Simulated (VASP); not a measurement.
# Si: relaxation of shape and atoms at fixed volume with PBEsol

The system is Si.

```
Si
1.0
     2.67586    0.00000    0.00000
    -1.33793    2.31736    0.00000
     0.00000    0.00000    4.49935
Si
2
Direct
  0.33333 0.66667 0.25000
  0.66667 0.33333 0.75000
```

This isn't the form of Si at room conditions, which is diamond.

* Program: VASP 6.6.1
* Task: relaxation of shape and atoms at fixed volume
* Functional: PBEsol
* Potentials or basis: VASP PAW PBE potentials, release 64 (Si)
* Cutoff: 600 eV
* k mesh: 12 × 12 × 6
* Occupations: gaussian, width 0.03 eV
* Spin: no spin polarisation
* Further INCAR settings: ALGO = Normal; EDIFF = 1e-07; IBRION = 2; EDIFFG = -0.01; NSW = 40; ISIF = 4

```yaml
Pressure_after_relaxing: 0.0 GPa
Band_gap_on_the_k_mesh: none (metal or under the smearing width)
```

Final structure:
```
Si
1.0
     2.67586    0.00000    0.00000
    -1.33793    2.31736    0.00000
     0.00000    0.00000    4.49935
Si
2
Direct
  0.33333 0.66667 0.25000
  0.66667 0.33333 0.75000
```

Levels at points of the mesh, in eV from the Fermi level:
```tsv
k point	band 1	band 2	band 3	band 4	band 5	band 6	band 7	band 8
(0.00, 0.00, 0.00)	-14.81	-8.14	-7.34	8.89	8.89	10.19	10.19	10.95
(0.50, 0.00, 0.00)	-8.43	-7.86	-1.85	-1.68	-1.42	-0.12	3.65	5.84
(0.00, 0.00, 0.50)	-13.03	-13.03	0.73	0.73	10.27	10.27	10.27	10.27
(0.50, 0.00, 0.50)	-6.71	-6.71	-6.11	-6.11	5.20	5.20	5.89	5.89
```

It took 5.4 s on 1 thread of Intel(R) Xeon(R) 6975P-C (Granite Rapids), on a shared host, peak memory 0.15 GiB.

Caveat: the relaxation stopped at its first step, so nothing moved; the PAW data sets were made with another functional, which shifts forces and pressure a little.
